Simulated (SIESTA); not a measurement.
The system is Li2S.

```
S Li
1.0
     0.00000    2.84450    2.84450
     2.84450    0.00000    2.84450
     2.84450    2.84450    0.00000
S Li
1 2
Direct
  0.00000 0.00000 0.00000
  0.75000 0.75000 0.75000
  0.25000 0.25000 0.25000
```

Base run:

- Program: SIESTA 5.4.2
- Functional: BLYP
- Potentials or basis: PseudoDojo 0.4 standard (PBE files)
- Basis: DZP (energy shift 0.003 Ry; two zetas on semicore shells)
- Grid cutoff: 800 Ry
- Energy shift: 0.003 Ry
- k mesh: 8 × 8 × 8
- Occupations: fermi-dirac, width 0.05 eV
- Spin: no spin polarisation

Its results: band gap on the k mesh 3.68 eV, indirect (least direct gap 4.59 eV); pressure 3.0 GPa.

Task: The run is repeated on the same cell with these changes: functional from BLYP to vdW-DF-cx. What comes out?

Result: Band gap on the k mesh 3.41 eV, indirect (least direct gap 4.34 eV); pressure 1.7 GPa.

Caveats: the potentials were made for another functional, which shifts forces and pressure; the basis of atomic orbitals isn't converged, which shifts pressures, moduli and gaps.
